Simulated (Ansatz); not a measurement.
# Mg2Ge: how the settings move a single-point run

How sensitive is a single-point run of Mg2Ge to its settings? A reference run comes first, then one run with altered input.

Computed with Ansatz 0.2.0 (reference: DFT, PBEsol, PAW with Ansatz's default frozen-core files, scalar-relativistic, unless a step's input says otherwise).

### 1 The structure to begin with

The structure is cubic, space group Fm-3m (No. 225). The conventional cell has a = 6.369 Å, b = 6.369 Å, c = 6.369 Å, α = 90.00°, β = 90.00°, γ = 90.00°. Around Mg (site symmetry -43m) lie 4 Ge at 2.76 Å. Ge (site symmetry m-3m) is surrounded by 8 Mg at 2.76 Å.

Coordinates:

```
CELL_PARAMETERS angstrom
0.00000 3.18430 3.18430
3.18430 0.00000 3.18430
3.18430 3.18430 0.00000
ATOMIC_POSITIONS crystal
Mg 0.75000 0.75000 0.75000
Mg 0.25000 0.25000 0.25000
Ge 0.00000 0.00000 0.00000
```

### 2 The reference run

The input, input.yaml:

```yaml
crystal:
  lattice:
    - [0.0, 3.1842959198, 3.1842959198]
    - [3.1842959198, 0.0, 3.1842959198]
    - [3.1842959198, 3.1842959198, 0.0]
  atoms:
    - { symbol: Mg, position: [0.75, 0.75, 0.75] }
    - { symbol: Mg, position: [0.25, 0.25, 0.25] }
    - { symbol: Ge, position: [0.0, 0.0, 0.0] }
kpoints:
  mp_grid: { grid: [8, 8, 8] }
scf:
  occupations: { method: fermi_dirac, width: 0.05 }
hamiltonian:
  xc: pbesol
  pseudopotentials: { kind: paw }
output:
  forces: true
  stress: true
  eigenvalues: true
  efg: { contact_densities: true }
  populations: true
  write_density: true
  write_potential: true
  elf: true
  volumetric_format: npy
```

Launch:

```console
$ ansatz run input.yaml --threads 1 --pin off --max-ram 3072MiB --backend cpu --events-out ev --progress --plain --runs-dir out
```

### 3 Variant: mp_grid.shift [0.5, 0.5, 0.5], eigensolver.kind davidson, xc pbe

Changes to input.yaml since step 2:

```diff
@@ -10,7 +10,8 @@
 kpoints:
-  mp_grid: { grid: [8, 8, 8] }
+  mp_grid: { grid: [8, 8, 8], shift: [0.5, 0.5, 0.5] }
 scf:
   occupations: { method: fermi_dirac, width: 0.05 }
+  eigensolver: { kind: davidson }
 hamiltonian:
-  xc: pbesol
+  xc: pbe
   pseudopotentials: { kind: paw }
@@ -22,5 +23 @@
   populations: true
-  write_density: true
-  write_potential: true
-  elf: true
-  volumetric_format: npy
```

**Question.** What will these runs give? Wanted: for each run, ending; energy change; pressure; gap; force.

**Answer**, as computed:

| run | ending | energy change | pressure (GPa) | gap (eV) | force (eV/Å) | cycles | time |
| --- | --- | --- | --- | --- | --- | --- | --- |
| reference | converged | - | -0.1 | 0.08 | 0.00 | 6 | 2.2 s |
| 1: mp_grid.shift [0.5, 0.5, 0.5], eigensolver.kind davidson, xc pbe | converged | not comparable | 1.3 | 0.32 | 0.00 | 6 | 3.7 s |

Times don't compare one to one where runs were asked for different outputs or read a saved state (see the inputs); cycles may leave out searches for a lower state.

Residual by cycle in the longest SCF loop of each run; runs are numbered as in the table. The quantity is the density residual dr2, in eV.

| cycle | reference | run 1 |
| --- | --- | --- |
| 1 | 0.0436 | 0.0376 |
| 2 | 0.00198 | 0.00137 |
| 3 | 4.6e-4 | 3.3e-4 |
| 4 | 2.1e-5 | 2.0e-5 |
| 5 | 2.6e-7 | 2.0e-7 |
| 6 | 8.4e-9 | 9.3e-9 |

Total energies don't compare across a change of functional; the pressure goes from -0.1 to 1.3 GPa and the gap on the mesh goes from 0.08 to 0.32 eV. The k-point mesh changed too.
